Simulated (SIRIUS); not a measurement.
# ZrB2 (P6/mmm) in SIRIUS: notebook, part 4 of 4

SIRIUS 7.12.0. Earlier steps stand in the parts before.

### 8 Equation of state, PBEsol, 10.86 Å³/atom (volume scaled by 1.06)

The input, sirius.json:

```json
{
  "control": {
    "processing_unit": "cpu",
    "std_evp_solver_name": "lapack",
    "gen_evp_solver_name": "lapack",
    "verbosity": 2,
    "print_forces": false,
    "ortho_rf": true,
    "use_second_variation": true,
    "rmt_max": 3.0,
    "num_bands_to_print": 24,
    "save_wf": true
  },
  "parameters": {
    "electronic_structure_method": "full_potential_lapwlo",
    "xc_functionals": ["XC_GGA_X_PBE_SOL", "XC_GGA_C_PBE_SOL"],
    "core_relativity": "dirac",
    "valence_relativity": "iora",
    "num_fv_states": 24,
    "smearing": "fermi_dirac",
    "smearing_width": 0.0018374661,
    "pw_cutoff": 20,
    "gk_cutoff": 3.92,
    "lmax_apw": 11,
    "lmax_rho": 8,
    "lmax_pot": 8,
    "num_mag_dims": 0,
    "auto_rmt": 0,
    "ngridk": [10, 10, 8],
    "shiftk": [0, 0, 0],
    "num_dft_iter": 80,
    "energy_tol": 1e-07,
    "density_tol": 1e-05,
    "use_symmetry": true
  },
  "settings": {"tol_ne": 1e-10},
  "iterative_solver": {"type": "exact"},
  "mixer": {"type": "anderson", "beta": 0.5, "max_history": 8},
  "unit_cell": {
    "lattice_vectors": [[6.1079210905, 0.0, 0.0], [-3.0539605452, 5.2896148287, 0.0], [0.0, 0.0, 6.8073454929]],
    "atom_types": ["B", "Zr"],
    "atom_files": {"B": "B.json", "Zr": "Zr.json"},
    "atoms": {"B": [[0.6666666667, 0.3333333333, 0.5], [0.3333333333, 0.6666666667, 0.5]], "Zr": [[0.0, 0.0, 0.0]]}
  }
}
```

The input, B.json:

```json
{
  "name": "boron",
  "symbol": "B",
  "number": 5,
  "mass": 10.811,
  "rmin": 1e-06,
  "rmt": 1.66,
  "nrmt": 800,
  "rinf": 17.81,
  "core": "1s",
  "valence": [
    {"basis": [{"enu": 0.22, "dme": 0, "n": 0, "auto": 0}, {"enu": 0.22, "dme": 1, "n": 0, "auto": 0}]},
    {"l": 0, "n": 1, "basis": [{"enu": 0.2659, "dme": 0, "n": 0, "auto": 0}]},
    {"l": 1, "n": 2, "basis": [{"enu": 0.32, "dme": 0, "n": 0, "auto": 0}]},
    {"l": 2, "n": 3, "basis": [{"enu": 0.32, "dme": 0, "n": 0, "auto": 0}]},
    {"l": 3, "n": 4, "basis": [{"enu": 0.32, "dme": 0, "n": 0, "auto": 0}]}
  ],
  "lo": [
    {
      "l": 0,
      "basis": [{"enu": 0.2659, "dme": 0, "n": 0, "auto": 0}, {"enu": 0.2659, "dme": 1, "n": 0, "auto": 0}]
    },
    {
      "l": 0,
      "basis": [{"enu": 0.2659, "dme": 1, "n": 0, "auto": 0}, {"enu": 0.2659, "dme": 2, "n": 0, "auto": 0}]
    },
    {
      "l": 0,
      "basis": [{"enu": 0.2659, "dme": 0, "n": 0, "auto": 0}, {"enu": 4.6207, "dme": 0, "n": 0, "auto": 0}]
    },
    {"l": 1, "basis": [{"enu": 0.32, "dme": 0, "n": 0, "auto": 0}, {"enu": 0.32, "dme": 1, "n": 0, "auto": 0}]},
    {"l": 1, "basis": [{"enu": 0.32, "dme": 1, "n": 0, "auto": 0}, {"enu": 0.32, "dme": 2, "n": 0, "auto": 0}]},
    {"l": 1, "basis": [{"enu": 0.32, "dme": 0, "n": 0, "auto": 0}, {"enu": 5.328, "dme": 0, "n": 0, "auto": 0}]},
    {"l": 2, "basis": [{"enu": 0.32, "dme": 0, "n": 0, "auto": 0}, {"enu": 0.32, "dme": 1, "n": 0, "auto": 0}]},
    {"l": 2, "basis": [{"enu": 0.32, "dme": 1, "n": 0, "auto": 0}, {"enu": 0.32, "dme": 2, "n": 0, "auto": 0}]},
    {"l": 2, "basis": [{"enu": 0.32, "dme": 0, "n": 0, "auto": 0}, {"enu": 5.9812, "dme": 0, "n": 0, "auto": 0}]},
    {"l": 3, "basis": [{"enu": 0.32, "dme": 0, "n": 0, "auto": 0}, {"enu": 0.32, "dme": 1, "n": 0, "auto": 0}]}
  ],
  "free_atom": [... radial grid and density of the free atom, the start of the SCF ...]
}
```

The input, Zr.json:

```json
{
  "name": "zirconium",
  "symbol": "Zr",
  "number": 40,
  "mass": 91.224,
  "rmin": 1e-06,
  "rmt": 2.43,
  "nrmt": 800,
  "rinf": 17.42,
  "core": "1s2s2p3s3p",
  "valence": [
    {"basis": [{"enu": 0.22, "dme": 0, "n": 0, "auto": 0}, {"enu": 0.22, "dme": 1, "n": 0, "auto": 0}]},
    {"l": 0, "n": 1, "basis": [{"enu": 0.32, "dme": 0, "n": 0, "auto": 0}]},
    {"l": 1, "n": 2, "basis": [{"enu": 0.32, "dme": 0, "n": 0, "auto": 0}]},
    {"l": 2, "n": 3, "basis": [{"enu": 0.32, "dme": 0, "n": 0, "auto": 0}]},
    {"l": 3, "n": 4, "basis": [{"enu": 0.32, "dme": 0, "n": 0, "auto": 0}]}
  ],
  "lo": [
    {"l": 0, "basis": [{"enu": 0.32, "dme": 0, "n": 0, "auto": 0}, {"enu": 0.32, "dme": 1, "n": 0, "auto": 0}]},
    {
      "l": 0,
      "basis": [{"enu": -1.5412, "dme": 0, "n": 4, "auto": 1}, {"enu": -1.5412, "dme": 1, "n": 4, "auto": 1}]
    },
    {
      "l": 0,
      "basis": [{"enu": -1.5412, "dme": 1, "n": 4, "auto": 1}, {"enu": 0.32, "dme": 0, "n": 0, "auto": 0}]
    },
    {"l": 0, "basis": [{"enu": 0.32, "dme": 0, "n": 0, "auto": 0}, {"enu": 3.0296, "dme": 0, "n": 0, "auto": 0}]},
    {"l": 1, "basis": [{"enu": 0.32, "dme": 0, "n": 0, "auto": 0}, {"enu": 0.32, "dme": 1, "n": 0, "auto": 0}]},
    {
      "l": 1,
      "basis": [{"enu": -0.7359, "dme": 0, "n": 4, "auto": 1}, {"enu": -0.7359, "dme": 1, "n": 4, "auto": 1}]
    },
    {
      "l": 1,
      "basis": [{"enu": -0.7359, "dme": 1, "n": 4, "auto": 1}, {"enu": 0.32, "dme": 0, "n": 0, "auto": 0}]
    },
    {"l": 1, "basis": [{"enu": 0.32, "dme": 0, "n": 0, "auto": 0}, {"enu": 3.4361, "dme": 0, "n": 0, "auto": 0}]},
    {"l": 2, "basis": [{"enu": 0.32, "dme": 0, "n": 0, "auto": 0}, {"enu": 0.32, "dme": 1, "n": 0, "auto": 0}]},
    {"l": 2, "basis": [{"enu": 0.32, "dme": 1, "n": 0, "auto": 0}, {"enu": 0.32, "dme": 2, "n": 0, "auto": 0}]},
    {
      "l": 2,
      "basis": [{"enu": -5.9726, "dme": 0, "n": 3, "auto": 1}, {"enu": -5.9726, "dme": 1, "n": 3, "auto": 1}]
    },
    {"l": 2, "basis": [{"enu": 0.32, "dme": 0, "n": 0, "auto": 0}, {"enu": 2.9619, "dme": 0, "n": 0, "auto": 0}]},
    {"l": 3, "basis": [{"enu": 0.32, "dme": 0, "n": 0, "auto": 0}, {"enu": 0.32, "dme": 1, "n": 0, "auto": 0}]},
    {"l": 3, "basis": [{"enu": 0.32, "dme": 0, "n": 0, "auto": 0}, {"enu": 3.2667, "dme": 0, "n": 0, "auto": 0}]}
  ],
  "free_atom": [... radial grid and density of the free atom, the start of the SCF ...]
}
```

The input, sirius_start.json:

```json
{
  "control": {
    "processing_unit": "cpu",
    "std_evp_solver_name": "lapack",
    "gen_evp_solver_name": "lapack",
    "verbosity": 1,
    "print_forces": false,
    "ortho_rf": true,
    "use_second_variation": true,
    "rmt_max": 3.0,
    "num_bands_to_print": 24,
    "save_wf": false
  },
  "parameters": {
    "electronic_structure_method": "full_potential_lapwlo",
    "xc_functionals": ["XC_LDA_X", "XC_LDA_C_PW"],
    "core_relativity": "dirac",
    "valence_relativity": "iora",
    "num_fv_states": 24,
    "smearing": "fermi_dirac",
    "smearing_width": 0.0055123983,
    "pw_cutoff": 20,
    "gk_cutoff": 3.13,
    "lmax_apw": 11,
    "lmax_rho": 8,
    "lmax_pot": 8,
    "num_mag_dims": 0,
    "auto_rmt": 0,
    "ngridk": [4, 4, 3],
    "shiftk": [0, 0, 0],
    "num_dft_iter": 30,
    "energy_tol": 0.01,
    "density_tol": 0.05,
    "use_symmetry": true
  },
  "settings": {"tol_ne": 1e-10},
  "iterative_solver": {"type": "exact"},
  "mixer": {"type": "anderson", "beta": 0.5, "max_history": 8},
  "unit_cell": {
    "lattice_vectors": [[6.1079210905, 0.0, 0.0], [-3.0539605452, 5.2896148287, 0.0], [0.0, 0.0, 6.8073454929]],
    "atom_types": ["B", "Zr"],
    "atom_files": {"B": "B.json", "Zr": "Zr.json"},
    "atoms": {"B": [[0.6666666667, 0.3333333333, 0.5], [0.3333333333, 0.6666666667, 0.5]], "Zr": [[0.0, 0.0, 0.0]]}
  }
}
```

The run is started by

```bash
> OMP_NUM_THREADS=1 sirius.scf --input=sirius_start.json --output=start.json
> OMP_NUM_THREADS=1 sirius.scf --input=sirius.json --output=output.json --task=1
```

Wall time 76 s (1 thread of Arm Neoverse V2, shared host); peak memory 0.62 GiB.

It converged, with:

| Quantity | Value |
| --- | --- |
| Free energy | -99233.3718 eV |
| Band gap on the k mesh | none (metal or under the smearing width) |
| All electrons inside the program's atomic spheres | Zr 37.64; B 3.63 (radii B 1.66, Zr 2.43 bohr) |

### 9 Equation of state, PBEsol

Potentials or basis: all-electron FP-LAPW, apw+lo standard.

No new run: the results of the series are fitted here.

What came out:

```
Equilibrium volume                        : 10.08 Å³/atom
Bulk modulus at fixed shape and positions : 251 GPa
Pressure derivative of the bulk modulus   : 3.8
```

Energy against volume, from the lowest point:
```csv
volume (Å³/atom),energy (meV/atom)
9.634,16.50
9.839,4.57
10.044,0.00
10.249,2.08
10.454,10.11
10.659,23.67
10.864,42.16
```

Caveat: the cell was scaled at fixed shape and fractional positions, which overstates the stiffness of a crystal with free parameters, most of all of layers and chains.
